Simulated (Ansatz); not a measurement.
# How much does Ir in Ru(0001), 2x2 scatter?, part 2 of 3

Aim: the resistance that Ir in Ru(0001), 2x2 adds to the host.

Ansatz 0.2.0; Ansatz plane-wave DFT, PBE, PAW files; ballistic transport by layer matching (Landauer), zero bias; PAW set soft_1 (the session's first sound run).

So far, resistivity per at.% scaled from this dense plane, with the factor 3/4 for isotropic scattering (µΩ cm): step 3 (resistance at ideal sites) 0.559.

### Step 4. Relaxing the neighbours

The neighbours of the defect are let go while the lead's layers stay on their sites, since a lead must repeat to 0.01 Å.

This step: Ansatz plane-wave DFT, PBE, PAW files; relaxation with the lead's layers held; PAW set soft_1 (Ansatz 0.2.0).

Input file input.yaml:

```yaml
crystal:
  lattice:
    - [5.4116, 0.0, 0.0]
    - [-2.7058, 4.6865830751, 0.0]
    - [0.0, 0.0, 34.2552]
  atoms:
    - { symbol: Ru, position: [0.1666666667, 0.3333333333, 0.03125] }
    - { symbol: Ru, position: [0.1666666667, 0.8333333333, 0.03125] }
    - { symbol: Ru, position: [0.6666666667, 0.3333333333, 0.03125] }
    - { symbol: Ru, position: [0.6666666667, 0.8333333333, 0.03125] }
    - { symbol: Ru, position: [0.3333333333, 0.1666666667, 0.09375] }
    - { symbol: Ru, position: [0.3333333333, 0.6666666667, 0.09375] }
    - { symbol: Ru, position: [0.8333333333, 0.1666666667, 0.09375] }
    - { symbol: Ru, position: [0.8333333333, 0.6666666667, 0.09375] }
    - { symbol: Ru, position: [0.1666666667, 0.3333333333, 0.15625] }
    - { symbol: Ru, position: [0.1666666667, 0.8333333333, 0.15625] }
    - { symbol: Ru, position: [0.6666666667, 0.3333333333, 0.15625] }
    - { symbol: Ru, position: [0.6666666667, 0.8333333333, 0.15625] }
    - { symbol: Ru, position: [0.3333333333, 0.1666666667, 0.21875] }
    - { symbol: Ru, position: [0.3333333333, 0.6666666667, 0.21875] }
    - { symbol: Ru, position: [0.8333333333, 0.1666666667, 0.21875] }
    - { symbol: Ru, position: [0.8333333333, 0.6666666667, 0.21875] }
    - { symbol: Ru, position: [0.1666666667, 0.3333333333, 0.28125] }
    - { symbol: Ru, position: [0.1666666667, 0.8333333333, 0.28125] }
    - { symbol: Ru, position: [0.6666666667, 0.3333333333, 0.28125] }
    - { symbol: Ru, position: [0.6666666667, 0.8333333333, 0.28125] }
    - { symbol: Ru, position: [0.3333333333, 0.1666666667, 0.34375] }
    - { symbol: Ru, position: [0.3333333333, 0.6666666667, 0.34375] }
    - { symbol: Ru, position: [0.8333333333, 0.1666666667, 0.34375] }
    - { symbol: Ru, position: [0.8333333333, 0.6666666667, 0.34375] }
    - { symbol: Ru, position: [0.1666666667, 0.3333333333, 0.40625] }
    - { symbol: Ru, position: [0.1666666667, 0.8333333333, 0.40625] }
    - { symbol: Ru, position: [0.6666666667, 0.3333333333, 0.40625] }
    - { symbol: Ru, position: [0.6666666667, 0.8333333333, 0.40625] }
    - { symbol: Ru, position: [0.3333333333, 0.1666666667, 0.46875] }
    - { symbol: Ru, position: [0.3333333333, 0.6666666667, 0.46875] }
    - { symbol: Ru, position: [0.8333333333, 0.1666666667, 0.46875] }
    - { symbol: Ru, position: [0.8333333333, 0.6666666667, 0.46875] }
    - { symbol: Ir, position: [0.1666666667, 0.3333333333, 0.53125] }
    - { symbol: Ru, position: [0.1666666667, 0.8333333333, 0.53125] }
    - { symbol: Ru, position: [0.6666666667, 0.3333333333, 0.53125] }
    - { symbol: Ru, position: [0.6666666667, 0.8333333333, 0.53125] }
    - { symbol: Ru, position: [0.3333333333, 0.1666666667, 0.59375] }
    - { symbol: Ru, position: [0.3333333333, 0.6666666667, 0.59375] }
    - { symbol: Ru, position: [0.8333333333, 0.1666666667, 0.59375] }
    - { symbol: Ru, position: [0.8333333333, 0.6666666667, 0.59375] }
    - { symbol: Ru, position: [0.1666666667, 0.3333333333, 0.65625] }
    - { symbol: Ru, position: [0.1666666667, 0.8333333333, 0.65625] }
    - { symbol: Ru, position: [0.6666666667, 0.3333333333, 0.65625] }
    - { symbol: Ru, position: [0.6666666667, 0.8333333333, 0.65625] }
    - { symbol: Ru, position: [0.3333333333, 0.1666666667, 0.71875] }
    - { symbol: Ru, position: [0.3333333333, 0.6666666667, 0.71875] }
    - { symbol: Ru, position: [0.8333333333, 0.1666666667, 0.71875] }
    - { symbol: Ru, position: [0.8333333333, 0.6666666667, 0.71875] }
    - { symbol: Ru, position: [0.1666666667, 0.3333333333, 0.78125] }
    - { symbol: Ru, position: [0.1666666667, 0.8333333333, 0.78125] }
    - { symbol: Ru, position: [0.6666666667, 0.3333333333, 0.78125] }
    - { symbol: Ru, position: [0.6666666667, 0.8333333333, 0.78125] }
    - { symbol: Ru, position: [0.3333333333, 0.1666666667, 0.84375] }
    - { symbol: Ru, position: [0.3333333333, 0.6666666667, 0.84375] }
    - { symbol: Ru, position: [0.8333333333, 0.1666666667, 0.84375] }
    - { symbol: Ru, position: [0.8333333333, 0.6666666667, 0.84375] }
    - { symbol: Ru, position: [0.1666666667, 0.3333333333, 0.90625] }
    - { symbol: Ru, position: [0.1666666667, 0.8333333333, 0.90625] }
    - { symbol: Ru, position: [0.6666666667, 0.3333333333, 0.90625] }
    - { symbol: Ru, position: [0.6666666667, 0.8333333333, 0.90625] }
    - { symbol: Ru, position: [0.3333333333, 0.1666666667, 0.96875] }
    - { symbol: Ru, position: [0.3333333333, 0.6666666667, 0.96875] }
    - { symbol: Ru, position: [0.8333333333, 0.1666666667, 0.96875] }
    - { symbol: Ru, position: [0.8333333333, 0.6666666667, 0.96875] }
kpoints:
  mp_grid: { grid: [5, 5, 1] }
hamiltonian:
  xc: pbe
  pseudopotentials: { kind: paw, azcp: { folder: soft_1 } }
scf:
  occupations: { method: fermi_dirac, width: 0.1 }
relax:
  f_tol: 0.03
  max_steps: 40
  constraints:
    - { sites: [0, 1, 2, 3, 4, 5, 6, 7, 8, 9, 10, 11, 12, 13, 14, 15, 16, 17, 18, 19, 44, 45, 46, 47, 48, 49, 50, 51, 52, 53, 54, 55, 56, 57, 58, 59, 60, 61, 62, 63] }
```

Run with:

```sh
ansatz run input.yaml --threads 4 --pin off --max-ram 15360MiB --backend cpu --events-out ev --progress --plain --runs-dir out
```

Numbers of over 12 decimals in the logs are rounded to 6 here.

Log:

```text
Warning: crystal.symmetry: narrowed to the stabiliser of the relax constraints — unitary ops 12 → 6; lowered at sites 20, 21, 22, 23, 44, 45, 46, 47 (the operations that carried what is held of a site onto what its image site leaves free; the constrained walk keeps no symmetry that its constraints do not admit)
[...]
Crystal: 64 atoms, lattice volume = 868.777 Å³
Basis set: ecut = 420 eV, 16909 PW (Γ), exchange–correlation on 80×80×480 points (8 copies of the dense FFT grid, shifted against one another)
Bands: 615, of which v1, the nominal top of the filled ones, is band 513 counted from 1 (512 counted from 0)
Symmetry: 6 space group operations
k-points: 5 of 25 (time reversal used)
[...]
SCF iter   1: F=—  HF=-382337.355474 eV  |F-HF|=—  |Δ(HF+E_count)|=         —  Δρ=1.23e-1  dr2=1.30e2  ethr=3.10e-3  ⟨swp⟩=5.0  Hψ=9930  notcnv=0  defer=1
[...]
SCF iter   7: F=-382297.552218 eV  HF=-382297.552220 eV  |F-HF|=2.69e-6  |Δ(HF+E_count)|=   1.41e-6  Δρ=3.24e-5  dr2=8.16e-6  ethr=2.20e-9  ⟨swp⟩=2.2  Hψ=8693  notcnv=0
SCF 1 converged in 7 iterations: F = -382297.552218 eV  dr2 = 8.16e-6
[...]
relax step   1: F+E_penalty+E_count = -382297.55221774 eV  Δ(F+E_penalty+E_count) = +0.000e0 eV  max|allowed force component| = 1.680e-1 eV/Å  Δτ_max = 0.0000 Å  (7 SCF iters, dr2 threshold 2.25e-5 eV, accepted)
[...]
iter 1 solved again at ethr=5.54e-6 eV; its pass at ethr=3.10e-3 eV (dr2=5.67e-2 eV) is discarded
[...]
SCF iter   6: F=-382297.557599 eV  HF=-382297.557599 eV  |F-HF|=5.09e-8  |Δ(HF+E_count)|=   1.12e-7  Δρ=1.99e-6  dr2=6.88e-8  ethr=1.72e-10  ⟨swp⟩=3.0  Hψ=7883  notcnv=0
SCF 2 converged in 6 iterations: F = -382297.557599 eV  dr2 = 6.88e-8
relax step   2: F+E_penalty+E_count = -382297.55759916 eV  Δ(F+E_penalty+E_count) = -5.381e-3 eV  max|allowed force component| = 7.373e-2 eV/Å  Δτ_max = 0.0208 Å  (6 SCF iters, dr2 threshold 1.76e-6 eV, accepted)
SCF iter   1: F=—  HF=-382297.558660 eV  |F-HF|=—  |Δ(HF+E_count)|=         —  Δρ=5.42e-4  dr2=1.11e-2  ethr=8.46e-6  ⟨swp⟩=2.4  Hψ=5328  notcnv=0  defer=45
[...]
SCF iter   6: F=-382297.559826 eV  HF=-382297.559826 eV  |F-HF|=1.12e-8  |Δ(HF+E_count)|=   6.30e-8  Δρ=9.29e-7  dr2=1.47e-8  ethr=9.76e-12  ⟨swp⟩=3.0  Hψ=9772  notcnv=0
SCF 3 converged in 6 iterations: F = -382297.559826 eV  dr2 = 1.47e-8
relax step   3: F+E_penalty+E_count = -382297.55982647 eV  Δ(F+E_penalty+E_count) = -2.227e-3 eV  max|allowed force component| = 7.415e-3 eV/Å  Δτ_max = 0.0078 Å  (6 SCF iters, accepted)
SCF converged after 6 iterations
Free energy (F): -382297.559826 eV
[...]
Internal energy: -382295.452693 eV  (E = F + TS)
E sigma→0 (E₀):  -382296.506260 eV
Entropy (-TS):   -2.107133 eV (-32.924 meV/atom)
Fermi energy:    23.423544 eV
[...]
--- Forces (eV/Å), atoms counted from 1 ---
  atom   1  Ru     0.00000000     0.00000000     0.00035368
  atom   2  Ru     0.00139971     0.00080812     0.00026212
  atom   3  Ru    -0.00000000    -0.00161625     0.00026212
  atom   4  Ru    -0.00139971     0.00080812     0.00026212
  atom   5  Ru     0.00004535    -0.00002618    -0.00253678
  atom   6  Ru     0.00000000     0.00005237    -0.00253678
  atom   7  Ru    -0.00004535    -0.00002618    -0.00253678
  atom   8  Ru     0.00000000    -0.00000000    -0.00021494
  atom   9  Ru     0.00000000     0.00000000     0.00436009
  atom  10  Ru     0.00124248     0.00071735     0.00364668
  atom  11  Ru     0.00000000    -0.00143469     0.00364668
  atom  12  Ru    -0.00124248     0.00071735     0.00364668
  atom  13  Ru     0.00160108    -0.00092438    -0.00592607
  atom  14  Ru     0.00000000     0.00184876    -0.00592607
  atom  15  Ru    -0.00160108    -0.00092438    -0.00592607
  atom  16  Ru    -0.00000000    -0.00000000    -0.00446485
  atom  17  Ru    -0.00000000     0.00000000    -0.02487391
  atom  18  Ru     0.00176232     0.00101748    -0.02636734
  atom  19  Ru    -0.00000000    -0.00203495    -0.02636734
  atom  20  Ru    -0.00176232     0.00101748    -0.02636734
  atom  21  Ru     0.00162440    -0.00093785    -0.00455740
  atom  22  Ru     0.00000000     0.00187570    -0.00455740
  atom  23  Ru    -0.00162440    -0.00093785    -0.00455740
  atom  24  Ru     0.00000000    -0.00000000    -0.00421937
  atom  25  Ru     0.00000000     0.00000000     0.00571130
  atom  26  Ru     0.00157113     0.00090709     0.00642962
  atom  27  Ru     0.00000000    -0.00181418     0.00642962
  atom  28  Ru    -0.00157113     0.00090709     0.00642962
  atom  29  Ru     0.00641248    -0.00370225    -0.00092653
  atom  30  Ru    -0.00000000     0.00740450    -0.00092653
  atom  31  Ru    -0.00641248    -0.00370225    -0.00092653
  atom  32  Ru     0.00000000    -0.00000000    -0.00070540
  atom  33  Ir     0.00000000     0.00000000     0.00034309
  atom  34  Ru     0.00118870     0.00068630    -0.00018864
  atom  35  Ru     0.00000000    -0.00137260    -0.00018864
  atom  36  Ru    -0.00118870     0.00068630    -0.00018864
  atom  37  Ru     0.00642131    -0.00370734     0.00017508
  atom  38  Ru     0.00000000     0.00741469     0.00017508
  atom  39  Ru    -0.00642131    -0.00370734     0.00017508
  atom  40  Ru    -0.00000000    -0.00000000     0.00046080
[...]
atom  53  Ru     0.00146642    -0.00084664     0.00170470
  atom  54  Ru     0.00000000     0.00169327     0.00170470
  atom  55  Ru    -0.00146642    -0.00084664     0.00170470
  atom  56  Ru    -0.00000000    -0.00000000     0.00107778
  atom  57  Ru    -0.00000000     0.00000000    -0.00479104
  atom  58  Ru     0.00127129     0.00073398    -0.00480949
  atom  59  Ru    -0.00000000    -0.00146795    -0.00480949
  atom  60  Ru    -0.00127129     0.00073398    -0.00480949
  atom  61  Ru    -0.00000964     0.00000556     0.00255988
  atom  62  Ru     0.00000000    -0.00001113     0.00255988
  atom  63  Ru     0.00000964     0.00000556     0.00255988
  atom  64  Ru     0.00000000    -0.00000000     0.00073997
  max |Σ_I F_I| component: 3.38e-5 eV/Å
--- Relaxed structure (3 steps of the walk, 3 accepted, 0 SCFs on fresh bases) ---
  F+E_penalty+E_count = -382297.55982647 eV   max|allowed force component| = 7.415e-3 eV/Å
  atoms:
    - { symbol: Ru, position: [0.166667, 0.333333, 0.03125] }
    - { symbol: Ru, position: [0.166667, 0.833333, 0.03125] }
    - { symbol: Ru, position: [0.666667, 0.333333, 0.03125] }
    - { symbol: Ru, position: [0.666667, 0.833333, 0.03125] }
    - { symbol: Ru, position: [0.333333, 0.166667, 0.093750] }
    - { symbol: Ru, position: [0.333333, 0.666667, 0.093750] }
    - { symbol: Ru, position: [0.833333, 0.166667, 0.093750] }
    - { symbol: Ru, position: [0.833333, 0.666667, 0.093750] }
    - { symbol: Ru, position: [0.166667, 0.333333, 0.15625] }
    - { symbol: Ru, position: [0.166667, 0.833333, 0.15625] }
    - { symbol: Ru, position: [0.666667, 0.333333, 0.15625] }
    - { symbol: Ru, position: [0.666667, 0.833333, 0.15625] }
    - { symbol: Ru, position: [0.333333, 0.166667, 0.218750] }
    - { symbol: Ru, position: [0.333333, 0.666667, 0.218750] }
    - { symbol: Ru, position: [0.833333, 0.166667, 0.218750] }
    - { symbol: Ru, position: [0.833333, 0.666667, 0.218750] }
    - { symbol: Ru, position: [0.166667, 0.333333, 0.28125] }
    - { symbol: Ru, position: [0.166667, 0.833333, 0.28125] }
    - { symbol: Ru, position: [0.666667, 0.333333, 0.28125] }
    - { symbol: Ru, position: [0.666667, 0.833333, 0.28125] }
    - { symbol: Ru, position: [0.333363, 0.166637, 0.343666] }
    - { symbol: Ru, position: [0.333363, 0.666726, 0.343666] }
    - { symbol: Ru, position: [0.833274, 0.166637, 0.343666] }
    - { symbol: Ru, position: [0.833333, 0.666667, 0.343696] }
    - { symbol: Ru, position: [0.166667, 0.333333, 0.406045] }
    - { symbol: Ru, position: [0.166853, 0.833426, 0.406159] }
    - { symbol: Ru, position: [0.666574, 0.333147, 0.406159] }
    - { symbol: Ru, position: [0.666574, 0.833426, 0.406159] }
    - { symbol: Ru, position: [0.333736, 0.166264, 0.468382] }
    - { symbol: Ru, position: [0.333736, 0.667472, 0.468382] }
    - { symbol: Ru, position: [0.832528, 0.166264, 0.468382] }
    - { symbol: Ru, position: [0.833333, 0.666667, 0.468500] }
    - { symbol: Ir, position: [0.166667, 0.333333, 0.531220] }
    - { symbol: Ru, position: [0.166763, 0.833382, 0.531219] }
    - { symbol: Ru, position: [0.666618, 0.333237, 0.531219] }
    - { symbol: Ru, position: [0.666618, 0.833382, 0.531219] }
    - { symbol: Ru, position: [0.333739, 0.166261, 0.594059] }
    - { symbol: Ru, position: [0.333739, 0.667477, 0.594059] }
    - { symbol: Ru, position: [0.832523, 0.166261, 0.594059] }
    - { symbol: Ru, position: [0.833333, 0.666667, 0.593942] }
    - { symbol: Ru, position: [0.166667, 0.333333, 0.656390] }
[...]
- { symbol: Ru, position: [0.333333, 0.166667, 0.84375] }
    - { symbol: Ru, position: [0.333333, 0.666667, 0.84375] }
    - { symbol: Ru, position: [0.833333, 0.166667, 0.84375] }
    - { symbol: Ru, position: [0.833333, 0.666667, 0.84375] }
    - { symbol: Ru, position: [0.166667, 0.333333, 0.906250] }
    - { symbol: Ru, position: [0.166667, 0.833333, 0.906250] }
    - { symbol: Ru, position: [0.666667, 0.333333, 0.906250] }
    - { symbol: Ru, position: [0.666667, 0.833333, 0.906250] }
    - { symbol: Ru, position: [0.333333, 0.166667, 0.96875] }
    - { symbol: Ru, position: [0.333333, 0.666667, 0.96875] }
    - { symbol: Ru, position: [0.833333, 0.166667, 0.96875] }
    - { symbol: Ru, position: [0.833333, 0.666667, 0.96875] }
```

Elapsed: 5.9 min, on 4 threads of Intel Xeon Platinum 8175M at 2.50GHz (Skylake/Cascade Lake), shared host; peak memory 8.2 GiB; 22 min of CPU time.

Step by step:

```tsv
step	energy less that of the first step (eV)	largest force component (eV/Å)
1	0.0000	0.1680
2	-0.0054	0.0737
3	-0.0076	0.0074
```

The atoms that moved most (Å):

```tsv
atom	dx	dy	dz	length
Ru30	0.000	0.004	-0.013	0.013
Ru29	0.003	-0.002	-0.013	0.013
Ru31	-0.003	-0.002	-0.013	0.013
Ru39	-0.003	-0.002	0.011	0.011
Ru38	0.000	0.004	0.011	0.011
Ru37	0.003	-0.002	0.011	0.011
Ru32	0.000	0.000	-0.009	0.009
Ru25	0.000	0.000	-0.007	0.007
```

Numbers from this step:

* free energy: -382297.5598 eV
* energy at zero smearing: -382296.5063 eV

The largest force component on a free atom ends at 0.0074 eV/Å, under the tolerance of 0.03, after 3 steps.

(Part 2 of 3 ends here.)

[Logs are printed without paths, hosts, clocks, repeated set-up lines and the standing remarks that a program may print on its own settings, such as how far it seeks lower states.]

[Hosts, paths, dates, database ids (printed as entryN), source tags and the programs' standing remarks are cut or masked in the printed files.]
